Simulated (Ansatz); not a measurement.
Energy, volume and coordination in TiAl₃

These are results of DFT PBE, scalar-relativistic, plane waves, PAW in Ansatz 0.2.0, not measurements. All cells share a 420 eV cutoff and Γ-centred k meshes spaced about 0.3 Å⁻¹ or finer (0.25 for metals, 2π included). No spin polarisation.

These are static total energies at zero pressure. Rows are sorted by volume; energies count from the lowest form computed. Coordination counts all near atoms (those within 1.25 times the shortest distance at each site).

| row | form | source | atoms | coordination | V (Å³/atom) | gap on mesh (eV) | ΔE (meV/atom) |
| --- | --- | --- | --- | --- | --- | --- | --- |
| 1 | Cu3Au (L1_2) type, Pm-3m | invented | 4 | Ti 12, Al 12 | 15.8 | 0 | 33 |
| 2 | P6_3/mmc | invented | 16 | Ti 12, Al 12 | 15.8 | 0 | 66 |
| 3 | I4/mmm | invented | 8 | Ti 12, Al 12 | 15.8 | 0 | 0 |
| 4 | Ni3Sn (D0_19) type, P6_3/mmc | invented | 8 | Ti 12, Al 12 | 15.9 | 0 | 87 |
| 5 | TiAl3 (D0_22) type, I4/mmm | invented | 4 | Ti 12, Al 12 | 15.9 | 0 | 6 |
| 6 | Pmm2 | invented | 4 | Ti 12, Al 12 | 16.3 | 0 | ? |

The cell of row 6:

```cif
data_structure
_symmetry_space_group_name_H-M 'P 1'
_symmetry_Int_Tables_number 1
_cell_length_a 2.8022
_cell_length_b 4.7118
_cell_length_c 4.9337
_cell_angle_alpha 90.000
_cell_angle_beta 90.000
_cell_angle_gamma 90.000
_cell_volume 65.14
loop_
_atom_site_label
_atom_site_type_symbol
_atom_site_fract_x
_atom_site_fract_y
_atom_site_fract_z
_atom_site_occupancy
Ti1 Ti 0.00000 0.50000 0.32950 1
Al1 Al 0.00000 0.00000 0.00617 1
Al2 Al 0.50000 0.00000 0.50000 1
Al3 Al 0.50000 0.50000 0.83099 1
```

Task: How far above the lowest form does the open row lie?

Result: 162 meV/atom, which puts it above row 4, the highest in the table. Counting all near atoms, row 6 and the lowest form (row 3) both have Ti 12, Al 12.

An observed structure of this formula, if there is one, may be missing.

Cells relaxed within their symmetry can be saddle points. Some candidate types were left out of the draw beforehand, so a known form may be missing.
